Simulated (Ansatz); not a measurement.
# Sn (I4/mmm) in Ansatz: a series of runs

One crystal, Sn, is run at these levels: LDA; tasks: single point, equation of state.

All numbers are computed with Ansatz 0.2.0; they aren't measurements. Logs are shortened: lines on timing, memory, paths and dates and some standing lists are left out, and cuts for length are marked.

**1. Starting point**

Symmetry: I4/mmm, No. 139, tetragonal system. Conventional cell: a = 4.058 Å, b = 4.058 Å, c = 3.322 Å, α = 90.00°, β = 90.00°, γ = 90.00°. Sn (site symmetry 4/mmm) has 10 Sn at 3.32 Å as nearest neighbours.

This isn't the form of Sn at room conditions, which is tetragonal (white tin).

**2. Single point, LDA, 25.71 Å³/atom (volume scaled by 0.94)**

The input, input.yaml:

```yaml
crystal:
  lattice:
    - [-1.987765759, 1.987765759, 1.6268574157]
    - [1.987765759, -1.987765759, 1.6268574157]
    - [1.987765759, 1.987765759, -1.6268574157]
  atoms:
    - { symbol: Sn, position: [0.0, 0.0, 0.0] }
kpoints:
  mp_grid: { grid: [10, 10, 10] }
scf:
  occupations: { method: fermi_dirac, width: 0.05 }
hamiltonian:
  xc: lda
  pseudopotentials: { kind: all_electron, lapw: { basis_error: 0.001 } }
output:
  forces: true
  stress: true
  eigenvalues: true
```

Potentials or basis: all-electron LAPW, scalar-relativistic.

Launch:

```sh
> ansatz run input.yaml --threads 1 --pin off --max-ram 3072MiB --backend cpu --events-out ev --progress --plain --runs-dir out
```

Log:

```text
Warning: RAYON_NUM_THREADS=1 ignored (pool sized by the plan → 1); use --threads N
LAPW: plane waves up to 6.799 Å⁻¹, error target 1.0e-3 eV per atom; small_component_spin mean_spin; Sn in spheres of 1.624 Å, 22 of its electrons in bands, Dirac shells [] (how accurate: hamiltonian.pseudopotentials.lapw.basis_error, Limitations)
Engine: ansatz 0.2.0, x86_64-unknown-linux-gnu
Pseudopotentials: kind: all_electron
Pseudopotential: Sn, LAPW, valence charge 22, lapw/all_electron/scalar/gaussian/Sn, Koelling and Harmon's equation, gaussian nucleus
Functional definition: SPW92
  exchange = slater_x
  correlation = pw_c
Crystal: 1 atoms, lattice volume = 25.712 Å³
Basis set: ecut = 176.11215164932074 eV, 159 PW (Γ), exchange–correlation at level 2
Bands: 15, of which v1, the nominal top of the filled ones, is band 11 counted from 1 (10 counted from 0)
Symmetry: 16 space group operations
Space group: I4/mmm (ITA 139), of the structure as read, at distance tolerance 3.0e-5 Å
k-points: 102 of 1000
Non-local potential: Sn, projectors of the file, none
Initial density: superposition of atomic densities (chi_scale 0.1, normalization cell)
Initial wavefunctions: plane waves of lowest kinetic energy (no species holds an atomic orbital)
Functional: x = slater, c = lda
iter 1 solved again at ethr=1.78e-5 eV; its pass at ethr=1.00e-1 eV (dr2=3.92e-3 eV) is discarded
SCF iter   1: F=—  HF=-167944.900537 eV  |F-HF|=—  |Δ(HF+E_count)|=         —  Δρ=4.96e-3  dr2=3.97e-3  ethr=1.78e-5  ⟨swp⟩=3.8  Hψ=11263  notcnv=0
preconditioner: auto → Kerker (q_TF=auto, 2.658 Å⁻¹)  [metal: Δε(μ)=0.051 eV  Ē_g=23.130 eV  σ=0.050 eV  W_gap=0.25  n_scr=12 (ndim 8)  ℏωp=27.4 eV  f_vac=0.000  D(μ)=0.47/eV (n_scr^D=0)]
SCF iter   2: F=—  HF=-167944.884077 eV  |F-HF|=—  |Δ(HF+E_count)|=   1.65e-2  Δρ=2.98e-3  dr2=1.79e-3  ethr=1.78e-5  ⟨swp⟩=2.0  Hψ=4397  notcnv=0  defer=1
SCF iter   3: F=—  HF=-167944.882705 eV  |F-HF|=—  |Δ(HF+E_count)|=   1.37e-3  Δρ=1.77e-3  dr2=7.33e-4  ethr=8.15e-6  ⟨swp⟩=2.0  Hψ=4393  notcnv=0
SCF iter   4: F=—  HF=-167944.882611 eV  |F-HF|=—  |Δ(HF+E_count)|=   9.38e-5  Δρ=8.11e-4  dr2=1.85e-4  ethr=3.33e-6  ⟨swp⟩=2.0  Hψ=4392  notcnv=0
iter 5 solved again at ethr=1.67e-8 eV; its pass at ethr=8.41e-7 eV (dr2=3.68e-6 eV) is discarded
SCF iter   5: F=—  HF=-167944.882613 eV  |F-HF|=—  |Δ(HF+E_count)|=   2.06e-6  Δρ=1.10e-4  dr2=3.67e-6  ethr=1.67e-8  ⟨swp⟩=2.0  Hψ=7458  notcnv=0
SCF iter   6: F=—  HF=-167944.882613 eV  |F-HF|=—  |Δ(HF+E_count)|=   5.91e-7  Δρ=3.16e-5  dr2=1.87e-7  ethr=1.67e-8  ⟨swp⟩=2.0  Hψ=4392  notcnv=0
SCF iter   7: F=-167944.882613 eV  HF=-167944.882613 eV  |F-HF|=9.60e-10  |Δ(HF+E_count)|=   4.28e-8  Δρ=5.45e-6  dr2=7.38e-9  ethr=8.49e-10  ⟨swp⟩=2.0  Hψ=4392  notcnv=0
SCF 1 converged in 7 iterations: F = -167944.882613 eV  dr2 = 7.38e-9
SCF converged after 7 iterations
Free energy (F): -167944.882613 eV
Harris-Foulkes:  -167944.882613 eV  (|F-HF|=9.60e-10)
Internal energy: -167944.878542 eV  (E = F + TS)
E sigma→0 (E₀):  -167944.880577 eV
Entropy (-TS):   -0.004071 eV (-4.071 meV/atom)
Fermi energy:    14.396819 eV
--- Per-component energies (eV) ---
  E_band       = -681.981906
  E_kinetic    = 176584.617473
  E_xc         = -4351.502419
  E_electrostatic = -340177.993596  (all electrons and nuclei)
  E_smearing   = -0.004071  (= −TS)
  E_closure    = 0.000000  (closes the sum)
  E_atoms      = -167940.446540  (free atoms, spherical and without spin; not in F)
  Σ components = -167944.882613   (vs F -167944.882613, Δ=0.00e0)
  Basis errors (estimates in eV, not in F): energy 2.3e-4 per atom: plane waves 2.2e-4 (1.2e-4 summed), levels above the bands 4.3e-91, relativity 1.0e-9, radial functions 4.2e-6, core shells 3.1e-10; eigenvalues (radial functions only) 2.0e-5; not estimated: angular momenta, meshes, grids; target (lapw.basis_error) 1.0e-3; muffin-tin radii Sn 1.624 Å
--- Forces (eV/Å), atoms counted from 1 ---
  atom   1  Sn    -0.00000000    -0.00000000     0.00000000
  max |Σ_I F_I| component: 3.94e-31 eV/Å
--- Stress (GPa, compression-positive) ---
       -0.668985      -0.000000      -0.000000
       -0.000000      -0.668985       0.000000
       -0.000000       0.000000       0.941957
  P = ⅓ Tr σ = -0.1320 GPa (-1.320 kbar)
--- Band table (eV; the first three rows and the last of 102) ---
  k-point 0: bands = ["-114.5423", "-70.4654", "-70.4554", "-70.4554", "-7.0472", "-6.9538", "-6.9538", "-6.9518", "-6.8090", "2.9017", "21.5125", "21.5125", "24.3071", "25.1167", "26.3190"]
  k-point 1: bands = ["-114.5422", "-70.4655", "-70.4558", "-70.4553", "-7.0351", "-6.9570", "-6.9566", "-6.9356", "-6.8142", "3.0992", "19.3911", "21.6624", "23.6712", "25.7467", "26.5720"]
  k-point 2: bands = ["-114.5422", "-70.4658", "-70.4569", "-70.4553", "-7.0059", "-6.9688", "-6.9642", "-6.8877", "-6.8278", "3.6922", "16.2626", "22.0447", "22.4838", "25.8619", "25.9400"]
  k-point 101: bands = ["-114.5418", "-70.4678", "-70.4593", "-70.4593", "-7.0932", "-7.0127", "-6.7779", "-6.7779", "-6.7399", "11.1256", "12.7330", "12.7330", "17.0189", "17.5566", "20.8029"]
```

Wall time 16 s (1 thread of AMD EPYC, shared host); peak memory 0.31 GiB.

What came out:

```
Free energy            : -167944.8826 eV
Pressure               : -0.1 GPa
Band gap on the k mesh : none (metal or under the smearing width)
```

**3. Single point, LDA, 26.26 Å³/atom (volume scaled by 0.96)**

input.yaml, as its differences from that of step 2:

```diff
@@ -2,5 +2,5 @@
   lattice:
-    - [-1.987765759, 1.987765759, 1.6268574157]
-    - [1.987765759, -1.987765759, 1.6268574157]
-    - [1.987765759, 1.987765759, -1.6268574157]
+    - [-2.0017645706, 2.0017645706, 1.6383145356]
+    - [2.0017645706, -2.0017645706, 1.6383145356]
+    - [2.0017645706, 2.0017645706, -1.6383145356]
   atoms:
```

Potentials or basis: all-electron LAPW, scalar-relativistic.

Launch:

```sh
> ansatz run input.yaml --threads 1 --pin off --max-ram 3072MiB --backend cpu --events-out ev --progress --plain --runs-dir out
```

Run time: 18 s. Hardware: 1 thread of AMD EPYC, shared host; peak memory 0.31 GiB.

The run converged. Its results:

```
Free energy            : -167944.8801 eV
Pressure               : -1.3 GPa
Band gap on the k mesh : none (metal or under the smearing width)
```

**4. Single point, LDA, 26.81 Å³/atom (volume scaled by 0.98)**

input.yaml, as its differences from that of step 3:

```diff
@@ -2,5 +2,5 @@
   lattice:
-    - [-2.0017645706, 2.0017645706, 1.6383145356]
-    - [2.0017645706, -2.0017645706, 1.6383145356]
-    - [2.0017645706, 2.0017645706, -1.6383145356]
+    - [-2.0155702798, 2.0155702798, 1.6496136136]
+    - [2.0155702798, -2.0155702798, 1.6496136136]
+    - [2.0155702798, 2.0155702798, -1.6496136136]
   atoms:
```

Launch:

```sh
> ansatz run input.yaml --threads 1 --pin off --max-ram 3072MiB --backend cpu --events-out ev --progress --plain --runs-dir out
```

Run time: 13 s. Hardware: 1 thread of AMD EPYC, shared host; peak memory 0.3 GiB.

Results (log left out):

- Free energy: -167944.8740 eV
- Pressure: -2.3 GPa
- Band gap on the k mesh: none (metal or under the smearing width)

**5. Single point, LDA, 27.35 Å³/atom**

input.yaml, as its differences from that of step 4:

```diff
@@ -2,5 +2,5 @@
   lattice:
-    - [-2.0155702798, 2.0155702798, 1.6496136136]
-    - [2.0155702798, -2.0155702798, 1.6496136136]
-    - [2.0155702798, 2.0155702798, -1.6496136136]
+    - [-2.029189411, 2.029189411, 1.6607599896]
+    - [2.029189411, -2.029189411, 1.6607599896]
+    - [2.029189411, 2.029189411, -1.6607599896]
   atoms:
```

Launch:

```sh
> ansatz run input.yaml --threads 1 --pin off --max-ram 3072MiB --backend cpu --events-out ev --progress --plain --runs-dir out
```

It took 15 s on 1 thread of AMD EPYC, shared host; peak memory 0.3 GiB.

The run converged. Its results:

```yaml
Free_energy: -167944.8646 eV
Pressure: -3.2 GPa
Band_gap_on_the_k_mesh: none (metal or under the smearing width)
```

**6. Single point, LDA, 27.90 Å³/atom (volume scaled by 1.02)**

input.yaml, as its differences from that of step 5:

```diff
@@ -2,5 +2,5 @@
   lattice:
-    - [-2.029189411, 2.029189411, 1.6607599896]
-    - [2.029189411, -2.029189411, 1.6607599896]
-    - [2.029189411, 2.029189411, -1.6607599896]
+    - [-2.0426281431, 2.0426281431, 1.6717587207]
+    - [2.0426281431, -2.0426281431, 1.6717587207]
+    - [2.0426281431, 2.0426281431, -1.6717587207]
   atoms:
```

Potentials or basis: all-electron LAPW, scalar-relativistic.

Launch:

```sh
> ansatz run input.yaml --threads 1 --pin off --max-ram 3072MiB --backend cpu --events-out ev --progress --plain --runs-dir out
```

Wall time 16 s (1 thread of AMD EPYC, shared host); peak memory 0.3 GiB.

The run converged. Its results:

```yaml
Free_energy: -167944.8523 eV
Pressure: -4.0 GPa
Band_gap_on_the_k_mesh: none (metal or under the smearing width)
```

**7. Single point, LDA, 28.45 Å³/atom (volume scaled by 1.04)**

input.yaml, as its differences from that of step 6:

```diff
@@ -2,5 +2,5 @@
   lattice:
-    - [-2.0426281431, 2.0426281431, 1.6717587207]
-    - [2.0426281431, -2.0426281431, 1.6717587207]
-    - [2.0426281431, 2.0426281431, -1.6717587207]
+    - [-2.0558923339, 2.0558923339, 1.682614601]
+    - [2.0558923339, -2.0558923339, 1.682614601]
+    - [2.0558923339, 2.0558923339, -1.682614601]
   atoms:
```

Launch:

```sh
> ansatz run input.yaml --threads 1 --pin off --max-ram 3072MiB --backend cpu --events-out ev --progress --plain --runs-dir out
```

Wall time 21 s (1 thread of AMD EPYC, shared host); peak memory 0.31 GiB.

The run converged. Its results:

```yaml
Free_energy: -167944.8375 eV
Pressure: -4.7 GPa
Band_gap_on_the_k_mesh: none (metal or under the smearing width)
```

**8. Single point, LDA, 28.99 Å³/atom (volume scaled by 1.06)**

input.yaml, as its differences from that of step 7:

```diff
@@ -2,5 +2,5 @@
   lattice:
-    - [-2.0558923339, 2.0558923339, 1.682614601]
-    - [2.0558923339, -2.0558923339, 1.682614601]
-    - [2.0558923339, 2.0558923339, -1.682614601]
+    - [-2.0689875426, 2.0689875426, 1.6933321804]
+    - [2.0689875426, -2.0689875426, 1.6933321804]
+    - [2.0689875426, 2.0689875426, -1.6933321804]
   atoms:
```

Launch:

```sh
> ansatz run input.yaml --threads 1 --pin off --max-ram 3072MiB --backend cpu --events-out ev --progress --plain --runs-dir out
```

It took 18 s on 1 thread of AMD EPYC, shared host; peak memory 0.3 GiB.

It converged, with:

* Free energy: -167944.8205 eV
* Pressure: -5.3 GPa
* Band gap on the k mesh: none (metal or under the smearing width)

**9. Equation of state, LDA**

Potentials or basis: all-electron LAPW, scalar-relativistic.

This step only gathers the single runs of the series.

What came out:

```yaml
Equilibrium_volume: "25.65 Å³/atom (rough: see the caveat)"
Bulk_modulus_at_fixed_shape_and_positions: 58 GPa (rough)
```

Energy against volume, from the lowest point:
| volume (Å³/atom) | energy (meV/atom) |
| --- | --- |
| 25.712 | 0.00 |
| 26.259 | 2.47 |
| 26.806 | 8.63 |
| 27.353 | 18.03 |
| 27.901 | 30.30 |
| 28.448 | 45.08 |
| 28.995 | 62.08 |

Caveat: the minimum lies outside the volumes run; the cell was scaled at fixed shape and fractional positions, which overstates the stiffness of a crystal with free parameters, most of all of layers and chains.
